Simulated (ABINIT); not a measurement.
# Pt (Fm-3m) in ABINIT: a series of runs

One crystal, Pt, is run at these levels: SOGGA, BP86; tasks: equation of state.

Program: ABINIT 10.8.3 (patched build). These are calculated values, not measurements. Logs are shortened: lines on timing, memory, paths and dates and some standing lists are left out, and cuts for length are marked. The log counts tension as positive stress, the text compression.

## (1) The structure

It takes space group Fm-3m (No. 225, cubic). Conventional cell: a = 3.922 Å, b = 3.922 Å, c = 3.922 Å, α = 90.00°, β = 90.00°, γ = 90.00°. Around Pt (site symmetry m-3m) lie 12 Pt at 2.77 Å.

## (2) Equation of state, SOGGA

Input file run.abi:

```
ndtset 7
getwfk -1
scalecart1 3*0.9795861087
scalecart2 3*0.9864848297
scalecart3 3*0.9932883884
scalecart4 3*1.0000000000
scalecart5 3*1.0066227096
scalecart6 3*1.0131594038
scalecart7 3*1.0196128224

pp_dirpath "./"
pseudos "Pt.GGA_PBE-JTH.xml"

acell 2.7731313745 2.7731313745 2.7731313745 Angstrom
rprim
     0.0000000000     0.7071067812     0.7071067812
     0.7071067812     0.0000000000     0.7071067812
     0.7071067812     0.7071067812     0.0000000000
ntypat 1
znucl 78
natom 1
typat 1
xred
     0.0000000000     0.0000000000     0.0000000000

ecut 20.0
pawecutdg 40.0

kptopt 1
ngkpt 12 12 12
nshiftk 1
shiftk 0.0 0.0 0.0

ixc -150130

nband 9
occopt 3
tsmear 0.00183747

nstep 100
tolvrs 1.0e-9

iomode 3
prtwf 1
prtden 0
prteig 0
prtebands 0
enunit 2
```

Potentials or basis: JTH PAW PBE v2.0.

Command:

```console
$ abinit run.abi > log 2>&1
```

run.abo:

```text
.Version 10.8.3 of ABINIT
 DATASET    1 : space group Fm -3 m (#225); Bravais cF (face-center cubic)
================================================================================
 Values of the parameters that define the memory need for DATASET  1.
     intxc =       0    ionmov =       0      iscf =      17    lmnmax =      18
     lnmax =       6     mgfft =      24  mpssoang =       3    mqgrid =    3001
     natom =       1  nloc_mem =       2    nspden =       1   nspinor =       1
    nsppol =       1      nsym =      48    n1xccc =       1    ntypat =       1
    occopt =       3   xclevel =       2
       mpw =         424          nfft =       13824          nkpt =          72
 PAW method is used; the additional fine FFT grid is defined by:
   mgfftf=        30    nfftf =     27000
================================================================================
================================================================================
[... 71 lines left out ...]
 DATASET    7 : space group Fm -3 m (#225); Bravais cF (face-center cubic)
================================================================================
 Values of the parameters that define the memory need for DATASET  7.
     intxc =       0    ionmov =       0      iscf =      17    lmnmax =      18
     lnmax =       6     mgfft =      24  mpssoang =       3    mqgrid =    3001
     natom =       1  nloc_mem =       2    nspden =       1   nspinor =       1
    nsppol =       1      nsym =      48    n1xccc =       1    ntypat =       1
    occopt =       3   xclevel =       2
       mpw =         477          nfft =       13824          nkpt =          72
 PAW method is used; the additional fine FFT grid is defined by:
   mgfftf=        32    nfftf =     32768
================================================================================
================================================================================

--------------------------------------------------------------------------------
------------- Echo of variables that govern the present computation ------------
--------------------------------------------------------------------------------
 -outvars: echo values of preprocessed input variables --------
            acell      5.2404588090E+00  5.2404588090E+00  5.2404588090E+00 Bohr
              amu      1.95080000E+02
             ecut      2.00000000E+01 Hartree
           enunit           2
           getwfk          -1
                       outvar_i_n : Printing only first  50 k-points.
              ixc     -150130
           jdtset        1    2    3    4    5    6    7
                       outvar_i_n : Printing only first  50 k-points.
         kptrlatt       12    0    0      0   12    0      0    0   12
          kptrlen1     6.16017678E+01
          kptrlen2     6.20355974E+01
          kptrlen3     6.24634426E+01
          kptrlen4     6.28855057E+01
          kptrlen5     6.33019782E+01
          kptrlen6     6.37130415E+01
          kptrlen7     6.41188680E+01
            natom           1
            nband           9
           ndtset           7
            ngfft          24      24      24
          ngfftdg1         30      30      30
          ngfftdg2         30      30      30
          ngfftdg3         30      30      30
          ngfftdg4         30      30      30
          ngfftdg5         32      32      32
          ngfftdg6         32      32      32
          ngfftdg7         32      32      32
             nkpt          72
            nstep         100
             nsym          48
           ntypat           1
                       prtocc : prtvol=0, do not print more k-points.
           occopt           3
        pawecutdg      4.00000000E+01 Hartree
         pawxcdev           0
           prtden           0
        prtebands           0
           prteig           0
            rprim1     0.0000000000E+00  6.9267198023E-01  6.9267198023E-01
                       6.9267198023E-01  0.0000000000E+00  6.9267198023E-01
                       6.9267198023E-01  6.9267198023E-01  0.0000000000E+00
            rprim2     0.0000000000E+00  6.9755011263E-01  6.9755011263E-01
                       6.9755011263E-01  0.0000000000E+00  6.9755011263E-01
                       6.9755011263E-01  6.9755011263E-01  0.0000000000E+00
            rprim3     0.0000000000E+00  7.0236095512E-01  7.0236095512E-01
                       7.0236095512E-01  0.0000000000E+00  7.0236095512E-01
                       7.0236095512E-01  7.0236095512E-01  0.0000000000E+00
            rprim4     0.0000000000E+00  7.0710678120E-01  7.0710678120E-01
                       7.0710678120E-01  0.0000000000E+00  7.0710678120E-01
                       7.0710678120E-01  7.0710678120E-01  0.0000000000E+00
            rprim5     0.0000000000E+00  7.1178974407E-01  7.1178974407E-01
                       7.1178974407E-01  0.0000000000E+00  7.1178974407E-01
                       7.1178974407E-01  7.1178974407E-01  0.0000000000E+00
            rprim6     0.0000000000E+00  7.1641188486E-01  7.1641188486E-01
                       7.1641188486E-01  0.0000000000E+00  7.1641188486E-01
                       7.1641188486E-01  7.1641188486E-01  0.0000000000E+00
            rprim7     0.0000000000E+00  7.2097514092E-01  7.2097514092E-01
                       7.2097514092E-01  0.0000000000E+00  7.2097514092E-01
                       7.2097514092E-01  7.2097514092E-01  0.0000000000E+00
          spgroup         225
           tolvrs      1.00000000E-09
           tsmear      1.83747000E-03 Hartree
            typat      1
           useylm           1
                       outvars : Printing only first  50 k-points.
            znucl       78.00000

================================================================================

 chkinp: Checking input parameters for consistency, jdtset=   1.

 chkinp: Checking input parameters for consistency, jdtset=   2.

 chkinp: Checking input parameters for consistency, jdtset=   3.

 chkinp: Checking input parameters for consistency, jdtset=   4.
[... 30 lines left out ...]
 getcut : COMMENT -
  Note that boxcut > 2.2 ; recall that boxcut=Gcut(box)/Gcut(sphere) = 2
  is sufficient for exact treatment of convolution.
  Such a large boxcut is a waste : you could raise ecut
  e.g. ecut=   26.965494 Hartrees makes boxcut=2

 Fine grid specifications (used for densities):

 getcut: wavevector=  0.0000  0.0000  0.0000  ngfft=  30  30  30
         ecut(hartree)=     40.000   => boxcut(ratio)=   2.05493

--- Pseudopotential description ------------------------------------------------
- pspini: atom type   1  psp file is ./Pt.GGA_PBE-JTH.xml
 Pseudopotential format is: paw10
 basis_size (lnmax)=  6 (lmn_size= 18), orbitals=   0   0   1   1   2   2
 Spheres core radius: rc_sph= 2.51621648
 Shapefunction is SIN type: shapef(r)=[sin(pi*r/rshp)/(pi*r/rshp)]**2
 Radius for shape functions =  2.25451594
 Compensation charge density is not taken into account in XC energy/potential

   3.18926860E+02                                ecore*ucvol(ha*bohr**3)
--------------------------------------------------------------------------------

================================================================================

--- !BeginCycle
iteration_state: {dtset: 1, }
solver: {iscf: 17, nstep: 100, nline: 4, wfoptalg: 10, }
tolerances: {tolvrs: 1.00E-09, }
...

     iter   Etot(hartree)      deltaE(h)  residm     nres2
 ETOT  1  -26.901688333515    -2.690E+01 4.781E-01 1.093E+01
 ETOT  2  -27.059383517365    -1.577E-01 6.823E-02 4.912E+00
 ETOT  3  -27.033563105423     2.582E-02 3.788E-02 6.679E-01
 ETOT  4  -27.034895004908    -1.332E-03 8.982E-03 5.563E-01
 ETOT  5  -27.032926129812     1.969E-03 3.236E-03 7.498E-02
 ETOT  6  -27.033056851426    -1.307E-04 2.278E-03 7.183E-02
 ETOT  7  -27.032993590554     6.326E-05 3.937E-03 3.535E-02
 ETOT  8  -27.033181902311    -1.883E-04 3.151E-03 7.654E-02
 ETOT  9  -27.033130794602     5.111E-05 1.850E-03 6.317E-02
 ETOT 10  -27.032977319402     1.535E-04 1.150E-03 6.644E-03
[... 1255 lines left out ...]
 Cartesian components of stress tensor (hartree/bohr^3)
  sigma(1 1)=  5.82055069E-04  sigma(3 2)=  0.00000000E+00
  sigma(2 2)=  5.82055069E-04  sigma(3 1)=  0.00000000E+00
  sigma(3 3)=  5.82055069E-04  sigma(2 1)=  0.00000000E+00

-Cartesian components of stress tensor (GPa)         [Pressure= -1.7125E+01 GPa]
- sigma(1 1)=  1.71246514E+01  sigma(3 2)=  0.00000000E+00
- sigma(2 2)=  1.71246514E+01  sigma(3 1)=  0.00000000E+00
- sigma(3 3)=  1.71246514E+01  sigma(2 1)=  0.00000000E+00

== END DATASET(S) ==============================================================
================================================================================

 -outvars: echo values of variables after computation  --------
            acell      5.2404588090E+00  5.2404588090E+00  5.2404588090E+00 Bohr
           etotal1    -2.7032983254E+01
           etotal2    -2.7033983305E+01
           etotal3    -2.7034464132E+01
           etotal4    -2.7034494876E+01
           etotal5    -2.7034126265E+01
           etotal6    -2.7033404544E+01
           etotal7    -2.7032377005E+01
            fcart1    -0.0000000000E+00 -0.0000000000E+00 -0.0000000000E+00
            fcart2    -0.0000000000E+00 -0.0000000000E+00 -0.0000000000E+00
            fcart3    -0.0000000000E+00 -0.0000000000E+00 -0.0000000000E+00
            fcart4    -0.0000000000E+00 -0.0000000000E+00 -0.0000000000E+00
            fcart5    -0.0000000000E+00 -0.0000000000E+00 -0.0000000000E+00
            fcart6    -0.0000000000E+00 -0.0000000000E+00 -0.0000000000E+00
            fcart7    -0.0000000000E+00 -0.0000000000E+00 -0.0000000000E+00
            rprim1     0.0000000000E+00  6.9267198023E-01  6.9267198023E-01
                       6.9267198023E-01  0.0000000000E+00  6.9267198023E-01
                       6.9267198023E-01  6.9267198023E-01  0.0000000000E+00
            rprim2     0.0000000000E+00  6.9755011263E-01  6.9755011263E-01
                       6.9755011263E-01  0.0000000000E+00  6.9755011263E-01
                       6.9755011263E-01  6.9755011263E-01  0.0000000000E+00
            rprim3     0.0000000000E+00  7.0236095512E-01  7.0236095512E-01
                       7.0236095512E-01  0.0000000000E+00  7.0236095512E-01
[... 9 lines left out ...]
                       7.1641188486E-01  7.1641188486E-01  0.0000000000E+00
            rprim7     0.0000000000E+00  7.2097514092E-01  7.2097514092E-01
                       7.2097514092E-01  0.0000000000E+00  7.2097514092E-01
                       7.2097514092E-01  7.2097514092E-01  0.0000000000E+00
           strten1    -6.1649242221E-04 -6.1649242221E-04 -6.1649242221E-04
                       0.0000000000E+00  0.0000000000E+00  0.0000000000E+00
           strten2    -3.4621314169E-04 -3.4621314169E-04 -3.4621314169E-04
                       0.0000000000E+00  0.0000000000E+00  0.0000000000E+00
           strten3    -1.1007382464E-04 -1.1007382464E-04 -1.1007382464E-04
                       0.0000000000E+00  0.0000000000E+00  0.0000000000E+00
           strten4     9.7345391568E-05  9.7345391568E-05  9.7345391568E-05
                       0.0000000000E+00  0.0000000000E+00  0.0000000000E+00
           strten5     2.8159842591E-04  2.8159842591E-04  2.8159842591E-04
                       0.0000000000E+00  0.0000000000E+00  0.0000000000E+00
           strten6     4.4111517614E-04  4.4111517614E-04  4.4111517614E-04
                       0.0000000000E+00  0.0000000000E+00  0.0000000000E+00
           strten7     5.8205506934E-04  5.8205506934E-04  5.8205506934E-04
                       0.0000000000E+00  0.0000000000E+00  0.0000000000E+00
 Calculation completed.
```

It took 95 s on 1 thread of Arm Neoverse V2, shared host; peak memory 0.14 GiB.

What came out:

```
Equilibrium volume                      : 14.95 Å³/atom
Bulk modulus                            : 302 GPa
Pressure derivative of the bulk modulus : 5.4
```

Energy against volume, from the lowest point:
| volume (Å³/atom) | energy (meV/atom) |
| --- | --- |
| 14.175 | 41.13 |
| 14.477 | 13.92 |
| 14.778 | 0.84 |
| 15.080 | 0.00 |
| 15.381 | 10.03 |
| 15.683 | 29.67 |
| 15.985 | 57.63 |

Caveat: pressures at fixed basis lie under the slope of the energies; the PAW data sets were made with another functional, which shifts forces and pressure a little. The run has no spin-orbit coupling, so splittings on Pt are missing.

## (3) Equation of state, BP86

run.abi: that of step 2 with these lines changed.

```diff
@@ -33,3 +33,3 @@
 
-ixc -150130
+ixc -106132
 
@@ -47,2 +47 @@
 prtebands 0
-enunit 2
```

Potentials or basis: JTH PAW PBE v2.0.

Command:

```console
$ abinit run.abi > log 2>&1
```

run.abo:

```text
.Version 10.8.3 of ABINIT
 DATASET    1 : space group Fm -3 m (#225); Bravais cF (face-center cubic)
================================================================================
 Values of the parameters that define the memory need for DATASET  1.
     intxc =       0    ionmov =       0      iscf =      17    lmnmax =      18
     lnmax =       6     mgfft =      24  mpssoang =       3    mqgrid =    3001
     natom =       1  nloc_mem =       2    nspden =       1   nspinor =       1
    nsppol =       1      nsym =      48    n1xccc =       1    ntypat =       1
    occopt =       3   xclevel =       2
       mpw =         424          nfft =       13824          nkpt =          72
 PAW method is used; the additional fine FFT grid is defined by:
   mgfftf=        30    nfftf =     27000
================================================================================
================================================================================
[... 71 lines left out ...]
 DATASET    7 : space group Fm -3 m (#225); Bravais cF (face-center cubic)
================================================================================
 Values of the parameters that define the memory need for DATASET  7.
     intxc =       0    ionmov =       0      iscf =      17    lmnmax =      18
     lnmax =       6     mgfft =      24  mpssoang =       3    mqgrid =    3001
     natom =       1  nloc_mem =       2    nspden =       1   nspinor =       1
    nsppol =       1      nsym =      48    n1xccc =       1    ntypat =       1
    occopt =       3   xclevel =       2
       mpw =         477          nfft =       13824          nkpt =          72
 PAW method is used; the additional fine FFT grid is defined by:
[... 1387 lines left out ...]

 -outvars: echo values of variables after computation  --------
            acell      5.2404588090E+00  5.2404588090E+00  5.2404588090E+00 Bohr
           etotal1    -2.7059034598E+01
           etotal2    -2.7061233160E+01
           etotal3    -2.7062874323E+01
           etotal4    -2.7064027265E+01
           etotal5    -2.7064744871E+01
           etotal6    -2.7065075488E+01
           etotal7    -2.7065068406E+01
            fcart1    -0.0000000000E+00 -0.0000000000E+00 -0.0000000000E+00
            fcart2    -0.0000000000E+00 -0.0000000000E+00 -0.0000000000E+00
            fcart3    -0.0000000000E+00 -0.0000000000E+00 -0.0000000000E+00
            fcart4    -0.0000000000E+00 -0.0000000000E+00 -0.0000000000E+00
            fcart5    -0.0000000000E+00 -0.0000000000E+00 -0.0000000000E+00
            fcart6    -0.0000000000E+00 -0.0000000000E+00 -0.0000000000E+00
            fcart7    -0.0000000000E+00 -0.0000000000E+00 -0.0000000000E+00
            rprim1     0.0000000000E+00  6.9267198023E-01  6.9267198023E-01
                       6.9267198023E-01  0.0000000000E+00  6.9267198023E-01
                       6.9267198023E-01  6.9267198023E-01  0.0000000000E+00
[... 17 lines left out ...]
                       7.2097514092E-01  7.2097514092E-01  0.0000000000E+00
           strten1    -1.2163692475E-03 -1.2163692475E-03 -1.2163692475E-03
                       0.0000000000E+00  0.0000000000E+00  0.0000000000E+00
           strten2    -9.2694813428E-04 -9.2694813428E-04 -9.2694813428E-04
                       0.0000000000E+00  0.0000000000E+00  0.0000000000E+00
           strten3    -6.7187841476E-04 -6.7187841476E-04 -6.7187841476E-04
                       0.0000000000E+00  0.0000000000E+00  0.0000000000E+00
           strten4    -4.4623439402E-04 -4.4623439402E-04 -4.4623439402E-04
                       0.0000000000E+00  0.0000000000E+00  0.0000000000E+00
           strten5    -2.4472032246E-04 -2.4472032246E-04 -2.4472032246E-04
                       0.0000000000E+00  0.0000000000E+00  0.0000000000E+00
           strten6    -6.8975794083E-05 -6.8975794083E-05 -6.8975794083E-05
                       0.0000000000E+00  0.0000000000E+00  0.0000000000E+00
           strten7     8.7143345191E-05  8.7143345191E-05  8.7143345191E-05
                       0.0000000000E+00  0.0000000000E+00  0.0000000000E+00
 Calculation completed.
```

Wall time 86 s (1 thread of Arm Neoverse V2, shared host); peak memory 0.13 GiB.

What came out:

```yaml
Equilibrium_volume: 15.82 Å³/atom
Bulk_modulus: 244 GPa
Pressure_derivative_of_the_bulk_modulus: 5.4
```

Energy against volume, from the lowest point:
| volume (Å³/atom) | energy (meV/atom) |
| --- | --- |
| 14.175 | 164.38 |
| 14.477 | 104.56 |
| 14.778 | 59.90 |
| 15.080 | 28.52 |
| 15.381 | 9.00 |
| 15.683 | 0.00 |
| 15.985 | 0.19 |

Caveat: pressures at fixed basis lie under the slope of the energies; the PAW data sets were made with another functional, which shifts forces and pressure a little. Zero-point motion and thermal expansion aren't in these numbers.
